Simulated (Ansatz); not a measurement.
## PbO under compression and expansion

```xyz
2
Lattice="0.0000 2.6323 2.6323 2.6323 0.0000 2.6323 2.6323 2.6323 0.0000" Properties=species:S:1:pos:R:3 pbc="T T T"
Pb    0.0000    0.0000    0.0000
O     2.6323    2.6323    2.6323
```

Conventional cell: a = 5.265 Å, b = 5.265 Å, c = 5.265 Å, α = 90.00°, β = 90.00°, γ = 90.00°. Around Pb (atom 1) lie 6 O at 2.63 Å. Around O (atom 2) lie 6 Pb at 2.63 Å.

The structure comes from a relaxation in the same program, started in the rocksalt type, and has space group Fm-3m. Whether it is a known phase or the ground state wasn't checked.

Spin–orbit coupling is left out, though it moves levels of the heavy atoms by tenths of an eV or more.

Levels of theory: DFT, PBE, all-electron LAPW, scalar-relativistic (Ansatz 0.2.0); DFT, PBE, PAW with Ansatz's default frozen-core files, scalar-relativistic (Ansatz 0.2.0).

For LAPW: a Γ-centred 12×12×12 k mesh, Fermi–Dirac smearing of 0.05 eV, basis error target 0.25 meV/atom, no spin polarisation. PAW takes a cutoff of 420 eV at this cell. The Ansatz runs share mesh, smearing and spin set-up. Plane-wave (PAW) pressures include the program's estimate of the Pulay term.

The cell above is scaled evenly, with fractional coordinates and shape held.

```tsv
V/V(cell)	V (Å³/atom)	P, LAPW (GPa)	P, PAW (GPa)	gap on the k mesh, LAPW (eV)
0.9405	17.154	6.13	6.11	0.52
0.9700	17.692	2.85	2.83	0.46
1.0000	18.239	0.02	0.00	0.41
1.0300	18.786	?	?	?
1.0600	19.334	-4.41	-4.43	0.26
```

Fill in the row V/V(cell) = 1.0300.

P, LAPW (GPa) = -2.38, P, PAW (GPa) = -2.40, gap on the k mesh, LAPW (eV) = 0.35.

What do Birch–Murnaghan fits to the pressures give?

LAPW: V0 = 18.24 Å³/atom, B0 = 87 GPa, B0′ = 4.5; PAW: V0 = 18.24 Å³/atom, B0 = 87 GPa, B0′ = 4.5.

PAW's V0 lies -0.02 % from the all-electron value and its B0 0.0 %. Symmetry fixes shape and coordinates here, so this is the relaxed modulus.
